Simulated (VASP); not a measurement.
# TiO (P-6m2) in VASP: a series of runs

The runs below take TiO through single point, with PBEsol+U.

All numbers are computed with VASP 6.6.1; they aren't measurements. Logs are shortened: lines on timing, memory, paths and dates and some standing lists are left out, and cuts for length are marked.

**1. The crystal as given**

The structure is hexagonal, space group P-6m2 (No. 187). Conventional cell: a = 3.009 Å, b = 3.009 Å, c = 2.937 Å, α = 90.00°, β = 90.00°, γ = 120.00°. Ti (site symmetry -6m2) is surrounded by 6 O at 2.27 Å. O (site symmetry -6m2) has 6 Ti at 2.27 Å as nearest neighbours.

The cell comes from a database or a generator and needn't be the stable form of this composition.

**2. Single point, PBEsol+U, collinear spin, zero start**

Input file INCAR:

```
SYSTEM = TiO
  ALGO = Normal
  EDIFF = 1E-6
  ENCUT = 520
  GGA = PS
  ISIF = 2
  ISMEAR = 0
  ISPIN = 2
  LASPH = .True.
  LCHARG = .True.
  LDAU = .True.
  LDAUJ = 0 0
  LDAUL = 2 -1
  LDAUPRINT = 1
  LDAUTYPE = 2
  LDAUU = 4 0
  LELF = .True.
  LMAXMIX = 4
  LORBIT = 11
  LREAL = .False.
  LVHAR = .True.
  LWAVE = .False.
  MAGMOM = 0 0
  NBANDS = 20
  NELM = 80
  PREC = Accurate
  SIGMA = 0.05
```

Input file KPOINTS:

```
k-points
0
Gamma
  7 7 6
  0 0 0
```

Input file POSCAR:

```
TiO
1.0
    3.0094341500      0.0000000000      0.0000000000
   -1.5047170800      2.6062464300      0.0000000000
    0.0000000000      0.0000000000      2.9370586300
Ti O
1 1
Direct
    0.0000000000      0.0000000000      0.0000000000
    0.6666666667      0.3333333333      0.5000000000
```

Potentials or basis: VASP PAW PBE potentials, release 64 (Ti_sv, O).

Run with:

```bash
cat potpaw_PBE.64/Ti_sv/POTCAR potpaw_PBE.64/O/POTCAR > POTCAR
mpirun -np 1 vasp_std > vasp.out
```

OUTCAR:

```text
SYSTEM = TiO
   EDIFF = 1E-6
   ENCUT = 520
   GGA = PS
   ISIF = 2
   ISMEAR = 0
   ISPIN = 2
   LASPH = .True.
   LORBIT = 11
   LREAL = .False.
   NELM = 80
   PREC = Accurate

 ion  position               nearest neighbor table
   1  0.000  0.000  0.000-   2 2.27   2 2.27   2 2.27   2 2.27   2 2.27   2 2.27
   2  0.667  0.333  0.500-   1 2.27   1 2.27   1 2.27   1 2.27   1 2.27   1 2.27

  LATTYP: Found a hexagonal cell.
 ALAT       =     3.0094341500
 C/A-ratio  =     0.9759504557

  Lattice vectors:

 A1 = (   3.0094341500,   0.0000000000,   0.0000000000)
 A2 = (  -1.5047170800,   2.6062464300,   0.0000000000)
 A3 = (   0.0000000000,   0.0000000000,   2.9370586300)

Analysis of symmetry for initial positions (statically):
=====================================================================
 Subroutine PRICEL returns:
 Original cell was already a primitive cell.

 Routine SETGRP: Setting up the symmetry group for a
 hexagonal supercell.

 Subroutine GETGRP returns: Found 12 space group operations
 (whereof 12 operations were pure point group operations)
 out of a pool of 24 trial point group operations.

The static configuration has the point symmetry D_3h.

Analysis of symmetry for dynamics (positions and initial velocities):
=====================================================================
 Subroutine PRICEL returns:
 Original cell was already a primitive cell.

 Routine SETGRP: Setting up the symmetry group for a
 hexagonal supercell.

 Subroutine GETGRP returns: Found 12 space group operations
 (whereof 12 operations were pure point group operations)
 out of a pool of 24 trial point group operations.

The dynamic configuration has the point symmetry D_3h.

Analysis of structural, dynamic, and magnetic symmetry:
=====================================================================
 Subroutine PRICEL returns:
 Original cell was already a primitive cell.

 Routine SETGRP: Setting up the symmetry group for a
[... 181 lines left out ...]

 occupancies and eigenvectors

  o =  0.0761  v =  0.0000  0.0000  0.0000  0.0000  0.0000 -0.0000 -0.3789 -0.0000 -0.9255  0.0000      0.0000  0.0000  0.0000  0.0000  0.0000  0.0000  0.0000  0.0000  0.0000  0.0000
  o =  0.0761  v =  0.0000  0.0000  0.0000  0.0000  0.0000 -0.0000  0.9255  0.0000 -0.3789  0.0000      0.0000  0.0000  0.0000  0.0000  0.0000  0.0000  0.0000  0.0000  0.0000  0.0000
  o =  0.0761  v = -0.0000 -0.3789 -0.0000 -0.9255 -0.0000  0.0000  0.0000  0.0000  0.0000  0.0000      0.0000  0.0000  0.0000  0.0000  0.0000  0.0000  0.0000  0.0000  0.0000  0.0000
  o =  0.0761  v = -0.0000  0.9255  0.0000 -0.3789 -0.0000  0.0000  0.0000  0.0000  0.0000  0.0000      0.0000  0.0000  0.0000  0.0000  0.0000  0.0000  0.0000  0.0000  0.0000  0.0000
  o =  0.2148  v = -0.1445  0.0000 -0.0000 -0.0000  0.9895  0.0000  0.0000  0.0000  0.0000  0.0000      0.0000  0.0000  0.0000  0.0000  0.0000  0.0000  0.0000  0.0000  0.0000  0.0000
  o =  0.2148  v = -0.9895 -0.0000  0.0000  0.0000 -0.1445  0.0000  0.0000  0.0000  0.0000  0.0000      0.0000  0.0000  0.0000  0.0000  0.0000  0.0000  0.0000  0.0000  0.0000  0.0000
  o =  0.2148  v =  0.0000  0.0000  0.0000  0.0000  0.0000 -0.0874 -0.0000 -0.0000  0.0000  0.9962      0.0000  0.0000  0.0000  0.0000  0.0000  0.0000  0.0000  0.0000  0.0000  0.0000
  o =  0.2148  v =  0.0000  0.0000  0.0000  0.0000  0.0000 -0.9962  0.0000  0.0000 -0.0000 -0.0874      0.0000  0.0000  0.0000  0.0000  0.0000  0.0000  0.0000  0.0000  0.0000  0.0000
  o =  0.3209  v =  0.0000  0.0000  0.0000  0.0000  0.0000 -0.0000  0.0000 -1.0000  0.0000 -0.0000      0.0000  0.0000  0.0000  0.0000  0.0000  0.0000  0.0000  0.0000  0.0000  0.0000
  o =  0.3209  v = -0.0000  0.0000 -1.0000  0.0000 -0.0000  0.0000  0.0000  0.0000  0.0000  0.0000      0.0000  0.0000  0.0000  0.0000  0.0000  0.0000  0.0000  0.0000  0.0000  0.0000

 number of electron      18.0000003 magnetization       0.0000003

 Free energy of the ion-electron system (eV)
  ---------------------------------------------------
  ext. energy  EPLUGINS =         0.00000000
  ---------------------------------------------------
  free energy    TOTEN  =       -15.38167670 eV

  energy without entropy =      -15.38166867  energy(sigma->0) =      -15.38167268

 E-fermi :   9.5015     XC(G=0): -12.1469

 val. band max:        9.4119262838   @ k =   0.0000   0.0000   0.0000
 cond. band min:       9.5993945597   @ k =   0.0000   0.0000   0.5000
 fundamental gap:      0.1874682759
 Fermi energy:         9.5015256496

 spin component 1

 k-point     1 :       0.0000    0.0000    0.0000
  band No.  band energies     occupation
      1     -49.2558      1.00000
      2     -25.4760      1.00000
      3     -25.3420      1.00000
      4     -25.3420      1.00000
      5     -11.4177      1.00000
      6       4.2827      1.00000
[... 1097 lines left out ...]
     19      30.3890      0.00000
     20      34.5891      0.00000

 [... further k-points ...]
[... 5 lines left out ...]
  --------------------------------------------------------------------------------------
  -------------------------------------------------------------------------------------
  Total       -3.8308862     -3.8308863     -3.3032050      0.0000000      0.0000000      0.0000000
  in kB     -266.4384512   -266.4384522   -229.7381797      0.0000005      0.0000000      0.0000000
  external PRESSURE =    -254.2050277 kB  Pullay stress =       0.0000000 kB

 VOLUME and BASIS-vectors are now :
 -----------------------------------------------------------------------------
  energy-cutoff  :      520.00
  volume of cell :       23.04
      direct lattice vectors                 reciprocal lattice vectors
     3.009434150  0.000000000  0.000000000     0.332288381  0.191846786  0.000000000
    -1.504717080  2.606246430  0.000000000     0.000000000  0.383693571  0.000000000
     0.000000000  0.000000000  2.937058630     0.000000000  0.000000000  0.340476690

 POSITION                                       TOTAL-FORCE (eV/Angst)
 -----------------------------------------------------------------------------------
      0.00000      0.00000      0.00000         0.000000     -0.000000      0.000000
      1.50472      0.86875      1.46853        -0.000000      0.000000      0.000000
 -----------------------------------------------------------------------------------
    total drift:                                0.000000      0.000000      0.000000

  FREE ENERGIE OF THE ION-ELECTRON SYSTEM (eV)
  ---------------------------------------------------
  free  energy   TOTEN  =       -15.3816766969 eV

  energy  without entropy=      -15.3816686681  energy(sigma->0) =      -15.38167268

 total charge

# of ion       s       p       d       tot
------------------------------------------
    1        2.147   6.123   1.785  10.055
    2        1.543   3.411   0.000   4.954
--------------------------------------------------
tot          3.689   9.534   1.785  15.008

 magnetization (x)

# of ion       s       p       d       tot
------------------------------------------
    1       -0.000   0.000  -0.000  -0.000
    2       -0.000   0.000   0.000  -0.000
--------------------------------------------------
tot         -0.000   0.000  -0.000  -0.000
```

OSZICAR:

```text
N       E                     dE             d eps       ncg     rms          rms(c)
DAV:   1     0.166138243965E+03    0.16614E+03   -0.87944E+03  2568   0.108E+03
DAV:   2    -0.841230606429E+01   -0.17455E+03   -0.16383E+03  2624   0.313E+02
DAV:   3    -0.187965376314E+02   -0.10384E+02   -0.10252E+02  3112   0.777E+01
DAV:   4    -0.190350152019E+02   -0.23848E+00   -0.23811E+00  2904   0.113E+01
DAV:   5    -0.190396626218E+02   -0.46474E-02   -0.46473E-02  2976   0.147E+00    0.129E+01
DAV:   6    -0.156659766595E+02    0.33737E+01   -0.12082E+01  3332   0.365E+01    0.572E+00
DAV:   7    -0.153730948872E+02    0.29288E+00   -0.87771E-01  3144   0.101E+01    0.249E+00
DAV:   8    -0.153766043694E+02   -0.35095E-02   -0.28135E-01  3324   0.406E+00    0.767E-01
DAV:   9    -0.153787593270E+02   -0.21550E-02   -0.47360E-02  2808   0.253E+00    0.568E-01
DAV:  10    -0.153814301340E+02   -0.26708E-02   -0.14097E-02  3572   0.819E-01    0.110E-01
DAV:  11    -0.153816747857E+02   -0.24465E-03   -0.12114E-03  2992   0.323E-01    0.726E-02
DAV:  12    -0.153816711291E+02    0.36566E-05   -0.25219E-04  3368   0.132E-01    0.131E-02
DAV:  13    -0.153816742725E+02   -0.31435E-05   -0.20354E-05  2812   0.304E-02    0.704E-03
DAV:  14    -0.153816766590E+02   -0.23865E-05   -0.42741E-06  2492   0.107E-02    0.273E-03
DAV:  15    -0.153816766969E+02   -0.37912E-07   -0.28496E-07  1476   0.473E-03
   1 F= -.15381677E+02 E0= -.15381673E+02  d E =-.802885E-05  mag=    -0.0000
```

stdout:

```text
POSCAR found type information on POSCAR TiO
 POSCAR found :  2 types and       2 ions
 scaLAPACK will be used
 -----------------------------------------------------------------------------
|                                                                             |
|                                                                             |
|     You enforced a specific xc type in the INCAR file but a different       |
|     I HOPE YOU KNOW WHAT YOU ARE DOING!                                     |
|                                                                             |
 -----------------------------------------------------------------------------

 LDA part: xc-table for (Slater+PW92), standard interpolation
 POSCAR, INCAR and KPOINTS ok, starting setup
 FFT: planning ... GRIDC
 FFT: planning ... GRID_SOFT
 FFT: planning ... GRID
 WAVECAR not read
 entering main loop
```

It took 12 s on 1 thread of Intel Xeon 6975P-C (Granite Rapids), shared host; peak memory 0.15 GiB.

What came out:

```
Free energy                                           : -15.3817 eV
Pressure                                              : -25.4 GPa
Band gap on the k mesh                                : none (metal or under the smearing width)
Net moment                                            : 0.00 μB per cell
Valence electrons inside the program's atomic spheres : Ti 10.05; O 4.95
```

Eigenvalues of the final occupation matrices:
```csv
site,spin,trace,eigenvalues
site 1 d,1,0.90,0.08 0.08 0.21 0.21 0.32
site 1 d,2,0.90,0.08 0.08 0.21 0.21 0.32
```

Caveat: the PAW data sets were made with another functional, which shifts forces and pressure a little.

**3. Single point, PBEsol+U, collinear spin, random start**

Input file INCAR:

```
  ALGO = Normal
  EDIFF = 1E-6
  ENCUT = 520
  GGA = PS
  ISIF = 2
  ISMEAR = 0
  ISPIN = 2
  LASPH = True
  LCHARG = True
  LDAU = True
  LDAUJ = 0 0
  LDAUL = 2 -1
  LDAUPRINT = 1
  LDAUTYPE = 2
  LDAUU = 4 0
  LELF = True
  LMAXMIX = 4
  LORBIT = 11
  LREAL = False
  LVHAR = True
  LWAVE = False
  MAGMOM = 1.07 0
  NELM = 100
  PREC = Accurate
  SIGMA = 0.05
```

Input file KPOINTS:

```
k-points
0
Gamma
  7 7 6
```

POSCAR is that of step 2.

Potentials or basis: VASP PAW PBE potentials, release 64 (Ti_sv, O).

Run with:

```bash
cat potpaw_PBE.64/Ti_sv/POTCAR potpaw_PBE.64/O/POTCAR > POTCAR
mpirun -np 1 vasp_std > vasp.out
```

OUTCAR:

```text
EDIFF = 1E-6
   ENCUT = 520
   GGA = PS
   ISIF = 2
   ISMEAR = 0
   ISPIN = 2
   LASPH = True
   LORBIT = 11
   LREAL = False
   NELM = 100
   PREC = Accurate

 ion  position               nearest neighbor table
   1  0.000  0.000  0.000-   2 2.27   2 2.27   2 2.27   2 2.27   2 2.27   2 2.27
   2  0.667  0.333  0.500-   1 2.27   1 2.27   1 2.27   1 2.27   1 2.27   1 2.27

  LATTYP: Found a hexagonal cell.
 ALAT       =     3.0094341500
 C/A-ratio  =     0.9759504557

  Lattice vectors:

 A1 = (   3.0094341500,   0.0000000000,   0.0000000000)
 A2 = (  -1.5047170800,   2.6062464300,   0.0000000000)
 A3 = (   0.0000000000,   0.0000000000,   2.9370586300)

Analysis of symmetry for initial positions (statically):
=====================================================================
 Subroutine PRICEL returns:
 Original cell was already a primitive cell.

 Routine SETGRP: Setting up the symmetry group for a
 hexagonal supercell.

 Subroutine GETGRP returns: Found 12 space group operations
 (whereof 12 operations were pure point group operations)
 out of a pool of 24 trial point group operations.

The static configuration has the point symmetry D_3h.

Analysis of symmetry for dynamics (positions and initial velocities):
=====================================================================
 Subroutine PRICEL returns:
 Original cell was already a primitive cell.

 Routine SETGRP: Setting up the symmetry group for a
 hexagonal supercell.

 Subroutine GETGRP returns: Found 12 space group operations
 (whereof 12 operations were pure point group operations)
 out of a pool of 24 trial point group operations.

The dynamic configuration has the point symmetry D_3h.

Analysis of structural, dynamic, and magnetic symmetry:
=====================================================================
 Subroutine PRICEL returns:
 Original cell was already a primitive cell.

 Routine SETGRP: Setting up the symmetry group for a
 hexagonal supercell.

[... 195 lines left out ...]
 Free energy of the ion-electron system (eV)
  ---------------------------------------------------
  ext. energy  EPLUGINS =         0.00000000
  ---------------------------------------------------
  free energy    TOTEN  =       -15.38167655 eV

  energy without entropy =      -15.38166843  energy(sigma->0) =      -15.38167249

 E-fermi :   9.5012     XC(G=0): -12.1469

 val. band max:        9.4118162905   @ k =   0.0000   0.0000   0.0000
 cond. band min:       9.5988681392   @ k =   0.0000   0.0000   0.5000
 fundamental gap:      0.1870518487
 Fermi energy:         9.5012021358

 spin component 1

 k-point     1 :       0.0000    0.0000    0.0000
  band No.  band energies     occupation
      1     -49.2563      1.00000
      2     -25.4766      1.00000
      3     -25.3424      1.00000
      4     -25.3424      1.00000
      5     -11.4177      1.00000
      6       4.2827      1.00000
      7       4.2827      1.00000
      8       4.4973      1.00000
      9       6.8171      1.00000
     10       9.4118      0.99427
     11      10.8601      0.00000
     12      10.8601      0.00000
[... 793 lines left out ...]
      3     -25.6232      1.00000
      4     -25.5205      1.00000
      5     -10.4134      1.00000
      6       2.2281      1.00000
      7       2.5821      1.00000
      8       3.3178      1.00000
      9       8.9788      1.00000
     10      10.8731      0.00000
     11      11.3194      0.00000
     12      12.0633      0.00000
     13      12.3539      0.00000
     14      16.5444      0.00000

 [... further k-points ...]
[... 5 lines left out ...]
  --------------------------------------------------------------------------------------
  -------------------------------------------------------------------------------------
  Total       -3.8262428     -3.8262428     -3.2998485      0.0000000      0.0000000      0.0000000
  in kB     -266.1154976   -266.1154986   -229.5047357      0.0000005      0.0000000      0.0000000
  external PRESSURE =    -253.9119107 kB  Pullay stress =       0.0000000 kB

 VOLUME and BASIS-vectors are now :
 -----------------------------------------------------------------------------
  energy-cutoff  :      520.00
  volume of cell :       23.04
      direct lattice vectors                 reciprocal lattice vectors
     3.009434150  0.000000000  0.000000000     0.332288381  0.191846786  0.000000000
    -1.504717080  2.606246430  0.000000000     0.000000000  0.383693571  0.000000000
     0.000000000  0.000000000  2.937058630     0.000000000  0.000000000  0.340476690

 POSITION                                       TOTAL-FORCE (eV/Angst)
 -----------------------------------------------------------------------------------
      0.00000      0.00000      0.00000        -0.000000     -0.000000      0.000000
      1.50472      0.86875      1.46853         0.000000      0.000000      0.000000
 -----------------------------------------------------------------------------------
    total drift:                                0.000000      0.000000      0.000000

  FREE ENERGIE OF THE ION-ELECTRON SYSTEM (eV)
  ---------------------------------------------------
  free  energy   TOTEN  =       -15.3816765473 eV

  energy  without entropy=      -15.3816684262  energy(sigma->0) =      -15.38167249

 total charge

# of ion       s       p       d       tot
------------------------------------------
    1        2.147   6.123   1.785  10.055
    2        1.543   3.411   0.000   4.953
--------------------------------------------------
tot          3.689   9.534   1.785  15.008

 magnetization (x)

# of ion       s       p       d       tot
------------------------------------------
    1       -0.000  -0.000   0.000   0.000
    2        0.000   0.000   0.000   0.000
--------------------------------------------------
tot         -0.000   0.000   0.000   0.000
```

OSZICAR:

```text
N       E                     dE             d eps       ncg     rms          rms(c)
DAV:   1     0.169480176132E+03    0.16948E+03   -0.93129E+03  1792   0.148E+03
DAV:   2    -0.604930601400E+01   -0.17553E+03   -0.16973E+03  1998   0.405E+02
DAV:   3    -0.183437464848E+02   -0.12294E+02   -0.12129E+02  2170   0.110E+02
DAV:   4    -0.188211505258E+02   -0.47740E+00   -0.47660E+00  2362   0.196E+01
DAV:   5    -0.188321322629E+02   -0.10982E-01   -0.10981E-01  2266   0.253E+00    0.141E+01
DAV:   6    -0.156046590023E+02    0.32275E+01   -0.19635E+01  2676   0.524E+01    0.569E+00
DAV:   7    -0.153721080931E+02    0.23255E+00   -0.13161E+00  2298   0.137E+01    0.263E+00
DAV:   8    -0.153836903281E+02   -0.11582E-01   -0.45976E-01  1988   0.644E+00    0.999E-01
DAV:   9    -0.153760209193E+02    0.76694E-02   -0.73279E-02  1914   0.322E+00    0.678E-01
DAV:  10    -0.153809498920E+02   -0.49290E-02   -0.62266E-03  2788   0.771E-01    0.322E-01
DAV:  11    -0.153814558408E+02   -0.50595E-03   -0.39379E-03  2090   0.520E-01    0.821E-02
DAV:  12    -0.153816636417E+02   -0.20780E-03   -0.67157E-04  2386   0.251E-01    0.308E-02
DAV:  13    -0.153816734939E+02   -0.98522E-05   -0.62491E-05  2094   0.851E-02    0.105E-02
DAV:  14    -0.153816755831E+02   -0.20892E-05   -0.92846E-06  2086   0.277E-02    0.505E-03
DAV:  15    -0.153816765473E+02   -0.96419E-06   -0.22047E-06  1142   0.108E-02
   1 F= -.15381677E+02 E0= -.15381672E+02  d E =-.812116E-05  mag=     0.0000
```

Run time: 9.5 s. Hardware: 1 thread of Intel Xeon 6975P-C (Granite Rapids), shared host; peak memory 0.15 GiB.

What came out:

```
Free energy                                           : -15.3817 eV
Pressure                                              : -25.4 GPa
Band gap on the k mesh                                : none (metal or under the smearing width)
Net moment                                            : 0.00 μB per cell
Valence electrons inside the program's atomic spheres : Ti 10.05; O 4.95
```

Stress tensor (GPa, compression positive):
```
-26.61   0.00   0.00
  0.00 -26.61   0.00
  0.00   0.00 -22.95
```

Eigenvalues of the final occupation matrices:
| site | spin | trace | eigenvalues |
| --- | --- | --- | --- |
| site 1 d | 1 | 0.90 | 0.08 0.08 0.21 0.21 0.32 |
| site 1 d | 2 | 0.90 | 0.08 0.08 0.21 0.21 0.32 |

Caveat: the PAW data sets were made with another functional, which shifts forces and pressure a little.
